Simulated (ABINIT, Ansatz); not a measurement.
# La2O3 and the functional, program beside program

```
La O
1.0
     3.93078    0.00000    0.00000
    -1.96539    3.40415    0.00000
     0.00000    0.00000    6.11195
La O
2 3
Direct
  0.33333 0.66667 0.24624
  0.66667 0.33333 0.75376
  0.00000 0.00000 0.00000
  0.33333 0.66667 0.64589
  0.66667 0.33333 0.35411
```

The cell is a database's computed one, not the measured one.

Kept alike: task band structure; k mesh 8 × 8 × 5; occupations fermi-dirac, width 0.05 eV; no spin polarisation. The mesh is that of the run's cell of 5 atoms. No spin-orbit coupling.

- A: ABINIT; JTH PAW LDA v2.0 (LDA); JTH PAW PBE v2.0 (PBE, PBEsol), cutoff 626 eV
- B: Ansatz, all-electron LAPW, scalar-relativistic

```csv
functional,A: pressure (GPa),B: pressure (GPa)
LDA,-5.47,-6.27
PBE,2.74,1.92
PBEsol,-2.11,-2.98
```

Pressure is positive in compression; plane-wave values hold the error of the finite cutoff. Values on potentials made for another functional: some of A.

**Question.** How large is the effect of the functional, and do the programs agree on it?

**Answer.** From LDA to PBE the pressure moves by +8.21 in A, +8.19 in B (GPa). Row by row the programs differ by 0.80 to 0.87, and over this span the shifts, as printed, agree within 1 %. Shifts from LDA: PBE +8.21, +8.19; PBEsol +3.36, +3.29; the programs' shifts differ by up to 0.07.
